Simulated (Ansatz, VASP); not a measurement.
This is a calculation of BN for VASP 6.6.1.

INCAR

```
SYSTEM = BN
PREC = Accurate ; ENCUT = 520
EDIFF = 1E-6 ; ISMEAR = 0
SIGMA = 0.012 ; LREAL = .FALSE.
LASPH = .TRUE. ; NELM = 80
ALGO = Normal ; ISIF = 2
LWAVE = .FALSE. ; LCHARG = .FALSE.
GGA = PE ; NBANDS = 11
```

Contents of KPOINTS:

```
regular mesh
0
G
  13 13 13
  0 0 0
```

POSCAR

```
BN
1.0
    0.0000000000      1.8130010000      1.8130010000
    1.8130010000      0.0000000000      1.8130010000
    1.8130010000      1.8130010000      0.0000000000
N B
1 1
Direct
    0.2500000000      0.2500000000      0.2500000000
    0.0000000000      0.0000000000      0.0000000000
```

Potentials or basis: VASP PAW PBE potentials, release 64 (N, B).

Launch:

```console
$ cat potpaw_PBE.64/N/POTCAR potpaw_PBE.64/B/POTCAR > POTCAR
$ mpirun -np 1 vasp_std > vasp.out
```

Task: Translate it to Ansatz 0.2.0. Potentials there: Ansatz PAW.

Result: As run (the cutoff follows the program's own potentials):

File input.yaml:

```yaml
crystal:
  lattice:
    - [0.0, 1.813001, 1.813001]
    - [1.813001, 0.0, 1.813001]
    - [1.813001, 1.813001, 0.0]
  atoms:
    - { symbol: "N", position: [0.25, 0.25, 0.25] }
    - { symbol: B, position: [0.0, 0.0, 0.0] }
hamiltonian:
  xc: pbe
  pseudopotentials: { kind: paw }
kpoints:
  mp_grid: { grid: [13, 13, 13] }
scf:
  occupations: { method: gaussian, width: 0.012 }
output:
  forces: true
  stress: true
  eigenvalues: true
```

Potentials or basis: Ansatz PAW.

Launch:

```console
$ ansatz run input.yaml --threads 2 --pin off --max-ram 5632MiB --backend cpu --events-out ev --progress --plain --runs-dir out
```

Both were run:

|  | VASP | Ansatz | Ansatz less VASP |
| --- | --- | --- | --- |
| gap on the k mesh at the Fermi level (eV) | 4.52 | 4.54 | +0.012 |
| least direct gap on the mesh (eV) | 8.78 | 8.79 | +0.011 |
| pressure (GPa) | -0.2 | -0.4 | -0.24 |

With one functional, cell and mesh, what is left measures potentials, basis and numerics.

Caveats: an odd mesh through Γ misses points on the zone boundary, where band edges often lie (VASP); odd divisions of the mesh miss points on the zone boundary, where band edges often lie, so the gap on the mesh can be too wide (Ansatz); the pressure holds a Pulay correction of +1.1 GPa for the finite cutoff (Ansatz). Expect the measured gap to be larger: semilocal functionals such as PBE lack the derivative discontinuity.
